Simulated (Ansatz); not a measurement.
# Guessed and relaxed cells of MgO

The cell of MgO is invented: random cell by space group and Wyckoff sites (Cmmm, No. 65). Lengths were set from tabulated atomic sizes, so they are only a guess.

start.cif

```cif
data_structure
_symmetry_space_group_name_H-M 'Cmmm'
_symmetry_Int_Tables_number 65
_cell_length_a 3.1483
_cell_length_b 3.5621
_cell_length_c 4.3239
_cell_angle_alpha 90.000
_cell_angle_beta 90.000
_cell_angle_gamma 90.000
_cell_volume 48.49
loop_
_atom_site_label
_atom_site_type_symbol
_atom_site_symmetry_multiplicity
_atom_site_Wyckoff_symbol
_atom_site_fract_x
_atom_site_fract_y
_atom_site_fract_z
_atom_site_occupancy
Mg1 Mg 2 b 0.50000 0.00000 0.00000 1
O1 O 2 a 0.00000 0.00000 0.00000 1
```

Level of theory: Ansatz 0.2.0, DFT PBE, scalar-relativistic, plane waves, PAW. Cutoff 420 eV, Gaussian smearing, Γ-centred meshes. Cell and atoms relax first on a coarse mesh and then on a converged one. In between, the cell is made exact in the group found at 0.06 Å. The steps can't lower the symmetry of their start. No spin polarisation.

end.cif

```cif
data_structure
_symmetry_space_group_name_H-M 'P4/mmm'
_symmetry_Int_Tables_number 123
_cell_length_a 2.8289
_cell_length_b 2.8289
_cell_length_c 5.0497
_cell_angle_alpha 90.000
_cell_angle_beta 90.000
_cell_angle_gamma 90.000
_cell_volume 40.41
loop_
_atom_site_label
_atom_site_type_symbol
_atom_site_symmetry_multiplicity
_atom_site_Wyckoff_symbol
_atom_site_fract_x
_atom_site_fract_y
_atom_site_fract_z
_atom_site_occupancy
Mg1 Mg 1 c 0.50000 0.50000 0.00000 1
O1 O 1 a 0.00000 0.00000 0.00000 1
```

The symmetry goes from Cmmm (No. 65) to P4/mmm (No. 123). The volume per atom grows by 66.7 %, from 12.1 to 20.2 Å³. The shortest distance goes from 1.57 Å (Mg–O) to 2.00 Å (Mg–O). The energy falls by about 2.1 eV/atom (the start's value is from the coarse mesh).

```yaml
Volume_per_atom: 20.2 Å³
Density: 1.7 g/cm³
Energy_over_the_elements: −2.285 eV/atom
Gap_on_the_10×10×6_mesh_of_the_2-atom_cell: 2.27 eV
```

The zero of energy is the elements' standard structures at the same level (O₂ as a molecule); no fitted shifts are applied.

The last run used Gaussian smearing of 0.02 eV. Weakly bound directions are ill-defined at this level, which has no dispersion term. A structure relaxed within its symmetry needn't be a true minimum. In all, the 4 runs took 72 s on 1 thread of Arm Neoverse V1, with other jobs on the host. Another cell of MgO relaxed alike, in P6_3/mmc, lies 250 meV/atom lower, so this cell isn't the stable form at this level.
